**Q:** I need the band gap and the stiffness of a layered tin oxide, and I have a dozen methods to choose from. They all get the same crystal. How far apart can they be?

**A:** Very far: the largest gap is about five times the smallest, and the largest modulus is more than twice the smallest. The rows below run roughly from cheap to dear.

Layered SnO (space group P6_3mc, 4 atoms per cell) with the methods and programs named in the rows, without spin polarization or spin-orbit coupling. Gaps and times are for single points on the r2SCAN cell; 36 atoms means a cluster of repeated cells. Volumes come from each method's relaxation or else its energy curve, moduli from scaling the cell at fixed shape.

| name | kind | band gap (eV) | volume per atom (Å³) | bulk modulus (GPa) | atoms computed | rough processor time, order of size (s) |
| --- | --- | --- | --- | --- | --- | --- |
| PM7 | semi-empirical | 6.782 | n/a | n/a | 36 | 1 |
| PM6 | semi-empirical | 5.578 | n/a | n/a | 36 | 1 |
| GFN1-xTB tblite | tight binding | 3.696 | 20.519 | 81.20 | 36 | 1 |
| GFN1-xTB DFTB+ | tight binding | 3.248 | n/a | n/a | 4 | 1 |
| PBE coarse-settings | low cutoff and mesh | 1.380 | n/a | n/a | 4 | 2 |
| GFN2-xTB tblite | tight binding | 2.824 | 23.793 | 33.30 | 36 | 3 |
| PBE | semilocal | 1.393 | 22.484 | 58.60 | 4 | 9 |
| PBE sz-orbitals | small basis | 1.402 | n/a | n/a | 4 | 20 |
| PBE SZV | small basis | 1.366 | n/a | n/a | 4 | 20 |
| r2SCAN | semilocal | 1.602 | 21.706 | 68.10 | 4 | 20 |
| GLLB-SC | model potential | 2.307 | n/a | n/a | 4 | 30 |
| PBE DZVP | small basis | 1.331 | 23.709 | 55.00 | 4 | 30 |

**Q:** The gap comes down from nearly 7 eV to less than 1.4 eV as the cost goes up. Is the calculation converging?

**A:** No. Convergence means that one quantity settles as the effort grows, and here the quantity itself changes from class to class. Each gap starts from the distance between the highest filled and the lowest empty level, but the methods disagree about what an empty level feels. The cheapest class happens to have the largest gaps, which makes the list look like a descent. GLLB-SC breaks the pattern: it is among the dearest rows, yet its gap lies well above that of PBE.

**Q:** Then start at the top. What does an empty level feel in PM7?

**A:** Too much repulsion. PM7 is a simplified Hartree-Fock method, in which a filled level is repelled by all the other electrons but not by itself. An empty level has no such self-repulsion to cancel, so it feels every electron present. In a real solid the surrounding electrons would also shift to make room for an added charge and so lower its energy. The Hartree-Fock levels leave that response out, and the gap of 6.78 eV is almost five times that of PBE.

**Q:** PM6 rests on the same theory. Why is it more than 1 eV lower?

**A:** The runs don't settle this. As printed, the top of the filled levels moves by only 0.05 eV from PM6 to PM7 and the bottom of the empty ones by 1.26 eV. But levels from two periodic calculations need not share an energy zero: the two GFN1-xTB runs, one method in two programs, print their top filled levels more than 3 eV apart. Only the gap itself can safely be compared. A possible reason, which I haven't tested, is the way such methods are fitted. Heats of formation depend directly on the filled levels, so two parameter sets fitted to them can still place the empty ones differently.

**Q:** And at the other end, why is PBE so low?

**A:** In PBE filled and empty levels move in the same potential, so an empty level escapes the Hartree-Fock penalty. The price is that the potential ought to jump by a constant when an electron is added across the gap, and PBE has no such jump. Its level distance is therefore usually smaller than the true cost of creating a separate electron and hole. GLLB-SC uses a model potential of its own and adds an estimate of the jump. Together these give 2.31 eV, against 1.39 eV for PBE. In r2SCAN the potential depends on the orbitals themselves, which typically recovers a small part of the effect, and its gap is 0.21 eV above that of PBE.

**Q:** There are several PBE rows. Does their order tell me which basis is best?

**A:** No. They differ by at most 0.07 eV, although they include minimal bases and a coarse setting. In the coarse run, adding a single point to the mesh of electron wave vectors moves the gap by 0.025 eV, more than that row's whole distance from the standard PBE row. What they share, the functional, fixes the gap here far more firmly than what they vary.

**Q:** GFN1-xTB appears twice, with gaps almost half an electronvolt apart. Which of the two should I believe?

**A:** Neither as a measure of the real gap. The method is fitted to molecules, mainly to their structures, vibrations and binding, so little pins down the empty levels of a solid; the same caution applies to the 2.82 eV of GFN2-xTB. The difference is still instructive. One run uses a cluster of repeated cells, which admits only a few electron wave vectors; the other samples many, and finds its lowest empty level at a zone-edge point that the cluster can't represent. Its highest filled level also lies at a wave vector that the cluster lacks. Missing these levels would raise the gap, as seen. The two programs also treat electrostatics differently, and their energies per cell differ by about 1 eV, so I can't assign the whole difference to sampling. The coarse PBE run puts its lowest empty level at the zone centre instead, so GFN1-xTB and PBE differ in the shape of the empty bands as well as in the size of the gap.

**Q:** Can a measurement decide between the classes?

**A:** Not with the data we have for common tin monoxide. This crystal consists of buckled sheets in which each tin atom has three oxygen neighbours, a different structure from the familiar litharge form. The calculations also leave out spin-orbit coupling. I can explain why the classes differ, but I can't name the one closest to nature for this crystal.

**Q:** Now the stiffness. Do the methods disagree there for the same reason?

**A:** For a different one. In these methods the modulus comes from the total energy, which the empty levels don't enter. It measures how sharply the energy curve bends around its lowest point. Picture a method whose only fault is that it pulls the atoms together a little too strongly. It acts like an extra pressure: the crystal settles at a smaller volume, where the atoms already press harder against each other, and so it resists further squeezing more. A method that binds too weakly does the opposite.

**Q:** Can you turn that into a number?

**A:** Take r2SCAN as the reference and let another method differ from it by a constant pressure. It is a reference and not the truth: it was run without a correction for the dispersion forces that help to hold the sheets together. The modulus is $B=-V\,dP/dV$, with $V$ the volume per atom and $P$ the pressure, so the constant drops out of the derivative. The other method then has the r2SCAN modulus, read at its own volume. In most solids the modulus grows about linearly with pressure, with a slope $B'$ of roughly 4 to 5. Inserting this gives $dB/B=-B'\,dV/V$, and hence

$$B = B_\mathrm{ref}\left(\frac{V_\mathrm{ref}}{V}\right)^{B'} .$$

For the GFN1-xTB cluster, with $B'=4$,

$$B = 68.1\ \mathrm{GPa}\times\left(\frac{21.706}{20.519}\right)^{4} \approx 85\ \mathrm{GPa}.$$

The calculation gave 81.2 GPa, so the estimate is 5% too high. With $B'=5$ it would be 90 GPa, 11% too high. The slope is a general value for solids and was not adjusted to this row; only the r2SCAN volume and modulus enter as the reference.

**Q:** Is the extra pressure real, or just a way of speaking?

**A:** Its size can at least be compared with the pressure that a method reports on the r2SCAN cell. From the volume and modulus of the GFN1-xTB cluster, the same slope gives $-4.1$ GPa, the minus sign meaning that the cell wants to shrink. The run itself also gave $-4.1$ GPa. The run of the same method with many wave vectors gave $-5.4$ GPa. These are averages over directions, and they hide a larger disagreement: that run mainly draws the sheets towards each other, while the cluster pulls more strongly within them. The choice of cluster and program therefore matters here too. For PBE the estimate is 2.2 GPa, against 2.9 GPa from the coarse run, whose low cutoff makes its pressure less reliable. A method's pressure, volume and modulus all follow from its own energy curve, so the close match for the cluster shows only that its numbers are consistent; the two PBE values come from different runs and differ by about 30%. Whether the extra pressure stays constant as the volume changes is tested by the comparison of moduli.

**Q:** Does the rule hold for the other rows?

**A:** It holds for PBE, whose volume is 3.6% larger than that of r2SCAN and whose modulus is predicted within 1%. It fails for GFN2-xTB and for PBE with the DZVP basis, and this pair shows why. Their volumes agree within 0.4%, so any smooth rule based on volume alone must give them nearly the same modulus. With a slope of 4 it is 47 to 48 GPa. The calculations gave 33.3 and 55.0 GPa.

**Q:** What is different about GFN2-xTB?

**A:** Its error doesn't look like a constant pressure. To reach so low a modulus by expansion alone, $B'$ would have to be nearly 8, while the GFN1-xTB cluster and PBE imply 3.1 and 4.3. The energy curve in this run is therefore probably not the r2SCAN curve tilted by a constant pressure, but flatter in its own right. The method itself may be the cause, or the small cluster with its few wave vectors; these data can't separate the two. Either way, correcting the volume alone would probably not cure the stiffness.

**Q:** And the DZVP row, which is too stiff for its volume?

**A:** Here I can offer only a guess. The moduli come from scaling the whole cell at fixed shape, which squeezes the strong tin-oxygen bonds along with the soft space between the sheets. If the DZVP volume came instead from a free relaxation, the sheets could have drifted apart at little cost in energy. The volume would then be large while the fixed-shape modulus stayed high. The guess needs one more condition: the standard PBE volume, about 5% smaller with the same functional, must have been found another way, or else the basis changes how far the sheets drift. The table doesn't record how each volume was found, so the same mixture could affect other rows. The fixed shape matters for your use too: under real hydrostatic pressure the space between the sheets can shrink more than the sheets themselves, so a layered crystal is usually softer than the fixed-shape modulus from the same method suggests.

**Q:** How would I use this for a related layered oxide?

**A:** For the gap, ask first what an empty level feels, and compare materials only within one method. For the stiffness, look at the volume: if a method makes it 1% too large, expect a modulus about 4% too low. Treat that as a first guess, since it works for two of the four methods compared with r2SCAN here and misses the other two by 13% and 42% of their computed moduli. Where stiffness matters, compute the energy curve with a method you have tested on similar oxides, and let the shape of the cell relax at each volume. The printed analysis below gives the estimate for each method with a volume and a modulus.

The analysis program printed:

```
Gaps against PBE and moduli from volume alone:
                  row  gap less PBE gap (eV)  gap over PBE gap  volume against r2SCAN (%)  modulus for slope 4 (GPa)  modulus for slope 5 (GPa)  miss for slope 4 (%)
                  PM7                  5.389             4.869                        n/a                        n/a                        n/a                   n/a
                  PM6                  4.185             4.004                        n/a                        n/a                        n/a                   n/a
      GFN1-xTB tblite                  2.303             2.653                     -5.469                      85.28                      90.21                 5.023
       GFN1-xTB DFTB+                  1.855             2.332                        n/a                        n/a                        n/a                   n/a
  PBE coarse-settings                 -0.013            0.9907                        n/a                        n/a                        n/a                   n/a
      GFN2-xTB tblite                  1.431             2.027                      9.615                      47.17                      43.03                 41.65
                  PBE                      0                 1                      3.584                      59.15                      57.11                0.9426
      PBE sz-orbitals                  0.009             1.006                        n/a                        n/a                        n/a                   n/a
              PBE SZV                 -0.027            0.9806                        n/a                        n/a                        n/a                   n/a
               r2SCAN                  0.209              1.15                          0                       68.1                       68.1                     0
              GLLB-SC                  0.914             1.656                        n/a                        n/a                        n/a                   n/a
             PBE DZVP                 -0.062            0.9555                      9.228                      47.84                       43.8                -13.01
Spread of gaps among all PBE rows (eV): 0.071
GLLB-SC gap less r2SCAN gap (eV): 0.705
GFN1 gap, cluster less k-point run (eV): 0.448
GFN1 less GFN2 gap, both clusters (eV): 0.872
PM7 less PM6 gap (eV): 1.204
PM7 less PM6 conduction edge (eV): 1.257
PM7 less PM6 valence edge (eV): 0.053
Coarse PBE gap, mesh alone less mesh with added point (eV): 0.02481
Coarse PBE gap less PBE gap (eV): -0.013
Exponent of modulus with volume, r2SCAN to PBE: 4.266
Exponent of modulus with volume, r2SCAN to GFN1: 3.128
GFN2 volume against PBE DZVP (%): 0.3543
GFN2 modulus against PBE DZVP (%): -39.45
PBE DZVP volume against PBE (%): 5.448
PBE DZVP modulus against PBE (%): -6.143
GFN1 cluster pressure on the r2SCAN cell, estimated (GPa): -4.089
GFN1 cluster pressure on the r2SCAN cell, computed (GPa): -4.1
PBE pressure on the r2SCAN cell, estimated (GPa): 2.216
PBE pressure on the r2SCAN cell, computed at coarse settings (GPa): 2.865
```
